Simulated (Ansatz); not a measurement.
**Sr: single points about a listed cell**

Aim: see how energy, forces, stress and gap of Sr answer to moves of single atoms, further strains and shifts, swapped elements, other functionals. Nothing is relaxed unless a step says so.

Program: Ansatz 0.2.0. Level of theory: DFT PBEsol, scalar-relativistic, plane waves, PAW, unless a step's input says otherwise. These are calculated values, not measurements.

## (1) The system as given

Symmetry: P-62m, No. 189, hexagonal system. The conventional cell has a = 7.066 Å, b = 7.066 Å, c = 3.817 Å, α = 90.00°, β = 90.00°, γ = 120.00°. Around Sr (site symmetry m2m) lie 8 Sr at 3.82 to 4.09 Å.

Coordinates:

```
CELL_PARAMETERS angstrom
7.06595 0.00000 0.00000
-3.53298 6.11929 0.00000
0.00000 0.00000 3.81663
ATOMIC_POSITIONS crystal
Sr 0.00000 0.66578 0.00000
Sr 0.33422 0.33422 0.00000
Sr 0.66578 0.00000 0.00000
```

The structure comes from the Materials Project (structure only).

## (2) A change within a subgroup

What differs from the listed cell: strain xx, yy, zz, yz, xz, xy = -1.5, -1.1, -3.9, +0.0, +0.0, -2.0 %; atoms moved by 0.10 Å root mean square, at most 0.14 Å.

input.yaml reads:

```yaml
crystal:
  lattice:
    - [6.9573487783, -0.1413190494, 0.0]
    - [-3.6010602759, 6.1200103293, 0.0]
    - [0.0, 0.0, 3.6691197548]
  atoms:
    - { symbol: Sr, position: [-0.013824523, 0.6435953043, 0.0] }
    - { symbol: Sr, position: [0.3452506434, 0.3450957931, 0.0] }
    - { symbol: Sr, position: [0.6685738796, 0.0113089026, 0.0] }
basis:
  ecutwfc: 420
kpoints:
  mp_grid: { grid: [6, 6, 10] }
hamiltonian:
  xc: pbesol
scf:
  occupations: { method: gaussian, width: 0.1 }
output:
  forces: true
  stress: true
  eigenvalues: true
```

The run is started by

```bash
ansatz run input.yaml --threads 1 --pin off --max-ram 1331MiB --backend cpu --events-out ev --progress --plain --runs-dir out
```

## (3) A distortion that keeps the symmetry

input.yaml reads:

```yaml
crystal:
  lattice:
    - [6.9369988352, 0.0, 0.0]
    - [-3.4684994175, 6.0076172172, 0.0]
    - [0.0, 0.0, 4.0904759944]
  atoms:
    - { symbol: Sr, position: [0.0, 0.6700290021, 0.0] }
    - { symbol: Sr, position: [0.3299709979, 0.3299709979, 0.0] }
    - { symbol: Sr, position: [0.6700290021, 0.0, 0.0] }
basis:
  ecutwfc: 420
kpoints:
  mp_grid: { grid: [9, 9, 12] }
hamiltonian:
  xc: pbesol
scf:
  occupations: { method: gaussian, width: 0.1 }
output:
  forces: true
  stress: true
  eigenvalues: true
```

## (4) One atom moved

input.yaml reads:

```yaml
crystal:
  lattice:
    - [7.0659524677, 0.0, 0.0]
    - [-3.5329762338, 6.1192943389, 0.0]
    - [0.0, 0.0, 3.816632605]
  atoms:
    - { symbol: Sr, position: [0.0, 0.66578329, 0.0] }
    - { symbol: Sr, position: [0.33421671, 0.33421671, 0.0393016608] }
    - { symbol: Sr, position: [0.66578329, 0.0, 0.0] }
basis:
  ecutwfc: 420
kpoints:
  mp_grid: { grid: [6, 6, 10] }
hamiltonian:
  xc: pbesol
scf:
  occupations: { method: gaussian, width: 0.1 }
output:
  forces: true
  stress: true
  eigenvalues: true
```

## (5) Another functional, on a distorted cell: LDA

input.yaml reads:

```yaml
crystal:
  lattice:
    - [7.1881227859, 0.0, 0.0]
    - [-3.5940613929, 6.225096938, 0.0]
    - [0.0, 0.0, 3.8826221827]
  atoms:
    - { symbol: Sr, position: [0.0, 0.66578329, 0.0] }
    - { symbol: Sr, position: [0.33421671, 0.33421671, 0.0] }
    - { symbol: Sr, position: [0.66578329, 0.0, 0.0] }
basis:
  ecutwfc: 420
kpoints:
  mp_grid: { grid: [9, 9, 12] }
hamiltonian:
  xc: lda
scf:
  occupations: { method: gaussian, width: 0.1 }
output:
  forces: true
  stress: true
  eigenvalues: true
```

## (6) Substitution of an element, cell strained: Sr → Be, first probe

input.yaml reads:

```yaml
crystal:
  lattice:
    - [4.7906666376, 0.0, 0.0]
    - [-2.3953333187, 4.1488390091, 0.0]
    - [0.0, 0.0, 2.5876503659]
  atoms:
    - { symbol: Be, position: [0.0, 0.66578329, 0.0] }
    - { symbol: Be, position: [0.33421671, 0.33421671, 0.0] }
    - { symbol: Be, position: [0.66578329, 0.0, 0.0] }
basis:
  ecutwfc: 420
kpoints:
  mp_grid: { grid: [6, 6, 8] }
hamiltonian:
  xc: pbesol
scf:
  occupations: { method: gaussian, width: 0.1 }
output:
  forces: true
  stress: true
  eigenvalues: true
```

## (7) One element swapped, cell strained: Sr → Be

Edit input.yaml of step 6 so:

```diff
@@ -12,3 +12,3 @@
 kpoints:
-  mp_grid: { grid: [6, 6, 8] }
+  mp_grid: { grid: [12, 12, 16] }
 hamiltonian:
```

What does the calculation give? Wanted: for each run, case; energy; pressure; largest force.

As calculated:

```
step                                          case  energy (meV/atom)  pressure (GPa)  largest force (eV/Å)  gap on the mesh (eV)
   2                    a change within a subgroup               +0.0             0.1                  0.36                  0.00
   3          a distortion that keeps the symmetry             +23.0*            -0.3                  0.07                  0.00
   4                                one atom moved              -14.9            -0.5                  0.08                  0.00
   5  another functional, on a distorted cell: LDA                n/a            -1.5                  0.01                  0.00
   7   one element swapped, cell strained: Sr → Be                n/a           -19.3                  0.00                  0.00
```

Energies are counted from step 2, with the smearing taken to zero; a star marks another k mesh, which can shift energies by itself, so starred rows don't rank against the others. Other atoms or functionals have another zero of energy (n/a). A gap of 0.00 means none on the mesh at this level.

Among the distorted cells of the listed formula and level the largest force, 0.36 eV/Å, acts on Sr1 in step 2. The distorted cells of the listed formula and level show no gap on the mesh.
